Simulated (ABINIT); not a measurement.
**BaTiO3 in ABINIT: the effect of functional**

BaTiO3:

```
CELL_PARAMETERS angstrom
3.99980 0.00000 0.00000
0.00000 3.99980 0.00000
0.00000 0.00000 4.01800
ATOMIC_POSITIONS crystal
Ba 0.00000 0.00000 0.00000
Ti 0.50000 0.50000 0.49000
O 0.00000 0.50000 0.51700
O 0.50000 0.00000 0.51700
O 0.50000 0.50000 0.01900
```

Alike in all runs:

- Program: ABINIT 10.8.3 (patched build)
- Task: band structure
- k mesh: 7 × 7 × 7
- Occupations: fermi-dirac, width 0.05 eV
- Spin: no spin polarisation

```csv
functional,potentials or basis,cutoff,gap on the mesh (eV),pressure (GPa),largest force (eV/Å)
LDA,JTH PAW LDA v2.0,626 eV,1.80,-7.4,0.43
PBEsol,JTH PAW PBE v2.0,626 eV,1.84,-2.5,0.32
r2SCAN,JTH PAW PBE v2.0,762 eV,?,?,?
```

Q: What does the run with functional r2SCAN give?

A: gap on the mesh 2.25 eV; pressure 0.6 GPa; largest force 0.38 eV/Å.

Caveats: this set's barium file shifts pressures by 1.5 GPa and gaps by 0.1 eV against other sets; spin-orbit coupling is left out, which moves the levels of the heavy elements; the mesh misses the band edges, which the band path finds closer together; the atomic spheres overlap; the PAW data sets were made with another functional, which shifts forces and pressure a little (some runs).
